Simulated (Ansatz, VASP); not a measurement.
# BeTe in VASP and in Ansatz

```
Be Te
1.0
     5.60591    0.00000    0.00000
     0.00000   -5.60591    0.00000
     0.00000    0.00000   -5.60591
Be Te
4 4
Direct
  0.00000 0.00000 0.00000
  0.50000 0.50000 0.00000
  0.50000 0.00000 0.50000
  0.00000 0.50000 0.50000
  0.75000 0.75000 0.75000
  0.25000 0.25000 0.75000
  0.25000 0.75000 0.25000
  0.75000 0.25000 0.25000
```

Alike in both runs: functional PBEsol; k mesh 6 × 6 × 6; occupations gaussian, width 0.02 eV; no spin polarisation.

Ansatz relaxed the structure, and its values are those at the end. VASP's run is a single point on that final structure, the one shown.

|  | VASP | Ansatz |
| --- | --- | --- |
| version | VASP 6.6.1 | Ansatz 0.2.0 |
| potentials or method | VASP PAW PBE potentials, release 64 (Be, Te) | scalar-relativistic, plane waves, PAW |
| plane-wave cutoff (eV) | 520 | 420 |
| valence electrons in the cell | 32 | 72 |

Ansatz gave:

* gap on the k mesh at the Fermi level (eV): 1.84
* least direct gap on the mesh (eV): 1.84
* pressure (GPa): 0.0

**Question.** Estimate VASP's values.

**Answer.** gap on the k mesh at the Fermi level (eV): 1.82; least direct gap on the mesh (eV): 1.82; pressure (GPa): 0.2.

The two sets of potentials don't hold the same shells in valence.

Caveats: the PAW data sets were made with another functional, which shifts forces and pressure a little (VASP); spin-orbit coupling is left out, which moves the levels of the heavy elements. A k mesh can miss the band edges.
